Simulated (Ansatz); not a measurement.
**Mg: all-electron results**

```
CELL_PARAMETERS angstrom
-1.79186 1.79186 1.79186
1.79186 -1.79186 1.79186
1.79186 1.79186 -1.79186
ATOMIC_POSITIONS crystal
Mg 0.00000 0.00000 0.00000
```

The cell was built from the bcc type and relaxed in the same program, and has space group Im-3m; it needn't be a known or the stable phase.

The calculation used DFT, PBE, all-electron LAPW, scalar-relativistic (Ansatz 0.2.0).

The runs use a Γ-centred 13×13×13 k mesh, Fermi–Dirac smearing of 0.05 eV, basis error target 0.25 meV/atom, no spin polarisation.

- Pressure at this cell: -0.02 GPa
- Volume per atom: 23.01 Å³

**Question.** Predict this quantity. Band gap.

**Answer.** none: bands cross the Fermi level, a metal.

**Question.** Density of states at the Fermi level (0.2 eV bin): what does the calculation give?

**Answer.** 0.41 states/eV per cell.
